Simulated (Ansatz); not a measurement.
Input of an Ansatz 0.2.0 run:

Contents of input.yaml:

```yaml
crystal:
  lattice:
    - [0.0, 2.82891, 2.82891]
    - [2.82891, 0.0, 2.82891]
    - [2.82891, 2.82891, 0.0]
  atoms:
    - { symbol: Ge, position: [0.75, 0.75, 0.75] }
    - { symbol: Ge, position: [0.5, 0.5, 0.5] }
kpoints:
  mp_grid: { grid: [8, 8, 8] }
  band_path:
    path:
      - [0.0, 0.0, 0.0]
      - [0.5, 0.0, 0.5]
      - [0.5, 0.25, 0.75]
      - [0.375, 0.375, 0.75]
      - [0.0, 0.0, 0.0]
      - [0.5, 0.5, 0.5]
      - [0.625, 0.25, 0.625]
      - [0.5, 0.25, 0.75]
    npoints: 6
scf:
  occupations: { method: fermi_dirac, width: 0.01 }
hamiltonian:
  xc: pbe
  dispersion: d4
  pseudopotentials: { kind: all_electron, lapw: { basis_error: 0.0005 } }
output:
  forces: true
  stress: true
  eigenvalues: true
  fatbands: true
  dos: { projected: true, de: 0.1, e_range: [-20, 6] }
  populations: true
```

Potentials or basis: all-electron LAPW, scalar-relativistic.

Run with:

```console
$ ansatz run input.yaml --threads 1 --pin off --max-ram 3072MiB --backend cpu --events-out ev --progress --plain --runs-dir out
```

Q: Predict the pressure.

A: 1.3 GPa.

Q: Predict the band gap along the path.

A: 0.04 eV, direct.

Q: Estimate the band gap on the k mesh.

A: 0.04 eV, direct.

Levels at the corners of the path, in eV from the valence-band top:
| point | band 19 | band 20 | band 21 | band 22 | band 23 | band 24 | band 25 | band 26 |
| --- | --- | --- | --- | --- | --- | --- | --- | --- |
| Γ | -12.77 | 0.00 | 0.00 | 0.00 | 0.04 | 2.55 | 2.55 | 2.55 |
| X | -8.88 | -8.88 | -3.07 | -3.07 | 0.75 | 0.75 | 9.51 | 9.51 |
| W | -8.79 | -8.79 | -3.90 | -3.90 | 4.32 | 4.32 | 4.71 | 4.71 |
| K | -9.36 | -8.29 | -4.33 | -2.63 | 1.16 | 4.09 | 7.22 | 7.38 |
| Γ | -12.77 | 0.00 | 0.00 | 0.00 | 0.04 | 2.55 | 2.55 | 2.55 |
| L | -10.68 | -7.60 | -1.40 | -1.40 | 0.18 | 3.74 | 3.74 | 7.13 |
| U | -9.36 | -8.29 | -4.33 | -2.63 | 1.16 | 4.09 | 7.22 | 7.38 |
| W | -8.79 | -8.79 | -3.90 | -3.90 | 4.32 | 4.32 | 4.71 | 4.71 |

**The experiment to reproduce.**

“Electronic and optical properties of SixGe1-x-ySny alloys lattice-matched to Ge”, 2021, arxiv:2109.02782 reports, for a bulk crystal of Ge at 293 K: band gap 0.666 eV (indirect).

A measured gap of Ge is 0.666 eV (indirect; 293 K; “Electronic and optical properties of SixGe1-x-ySny alloys lattice-matched to Ge”, 2021, arxiv:2109.02782); the calculated 0.04 eV misses it by -0.63 eV. 3 values of this kind are on record (0.666 to 0.807 eV); this one was drawn at random among those near their median. Spin-orbit coupling on Ge is left out. The value is that of PBE+D4, without temperature or zero-point motion. Semilocal functionals fall short of measured gaps as a rule.
